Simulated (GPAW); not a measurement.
Runs of GPAW 26.7.0 on LiCl. Symmetry: Fm-3m, No. 225, cubic system. Conventional cell: a = 5.130 Å, b = 5.130 Å, c = 5.130 Å, α = 90.00°, β = 90.00°, γ = 90.00°. Cl (site symmetry m-3m) has 6 Li at 2.56 Å as nearest neighbours. Li (site symmetry m-3m) has 6 Cl at 2.56 Å as nearest neighbours. 

```csv
cell,target pressure,gap on the mesh (eV),pressure (GPa)
relaxed to 10 GPa,10 GPa,6.78,10.0
relaxed to 5 GPa,5 GPa,6.72,4.8
relaxed to 2 GPa,2 GPa,(b),2.0
relaxed,-,(a),0.1
relaxed to 30 GPa,30 GPa,6.88,30.0
```

Alike in all rows: task relaxation of cell and atoms; level PBEsol; potentials or basis PAW data sets generated in the run's folder for this functional, pw; no spin polarisation; k mesh 9 × 9 × 9; cutoff (eV) 800; smearing fermi-dirac 0.05 eV.

Task: Fill in the values left out.

Result: (a) 6.34; (b) 6.64.

Caveats: later steps reuse the first step's grids; an odd mesh through Γ misses points on the zone boundary, where band edges often lie.
